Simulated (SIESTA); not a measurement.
The system is CuO (Tenorite).

```
Cu O
1.0
     2.34185   -1.71130    0.00000
     2.34185    1.71130    0.00000
    -0.85003    0.00000    5.05787
Cu O
2 2
Direct
  0.50000 0.00000 0.50000
  0.00000 0.50000 0.00000
  0.41840 0.58160 0.75000
  0.58160 0.41840 0.25000
```

| Item | Value |
| --- | --- |
| Program | SIESTA 5.4.2 |
| Task | single point |
| Functional | PBE |
| Potentials or basis | PseudoDojo 0.4 standard (PBE files) |
| Basis | DZP (energy shift 0.003 Ry; two zetas on semicore shells) |
| Grid cutoff | 800 Ry |
| Energy shift | 0.003 Ry |
| k mesh | 10 × 10 × 5 |
| Occupations | fermi-dirac, width 0.05 eV |
| Spin | no spin polarisation |

On this cell: pressure 7.0 GPa; largest force 0.096 eV/Å; band gap on the k mesh none (metal or under the smearing width).

The same run follows on a disturbed copy (atoms moved at random, drawn with an rms of 0.05 Å):

```
Cu O
1.0
     2.34185   -1.71130    0.00000
     2.34185    1.71130    0.00000
    -0.85003    0.00000    5.05787
Cu O
2 2
Direct
  0.50631 0.99109 0.50005
  0.99695 0.51187 0.00777
  0.41258 0.58217 0.75430
  0.57936 0.40935 0.25162
```

Problem. What does the disturbed cell give?

Solution. The energy (extrapolated to zero smearing) moves by +3.9 meV/atom; pressure 6.7 GPa; largest force 0.444 eV/Å; band gap on the k mesh none (metal or under the smearing width).

Forces in eV/Å, atoms in the order of the input:
```
Cu  -0.039  0.137  0.421
Cu  -0.192  0.049 -0.344
O    0.089 -0.236 -0.122
O    0.141  0.050  0.045
```

Stress tensor (GPa, compression positive):
```
 7.64 -0.23 -2.49
-0.23  5.88 -0.52
-2.49 -0.52  6.63
```

Caveats: short orbitals over semicore shells can move pressures by several GPa; the basis of atomic orbitals isn't converged, which shifts pressures, moduli and gaps; the run has no spin polarisation, though such a crystal can be magnetic; semilocal functionals often make such compounds metallic where correlation or magnetic order opens a gap, which also shifts bond lengths.
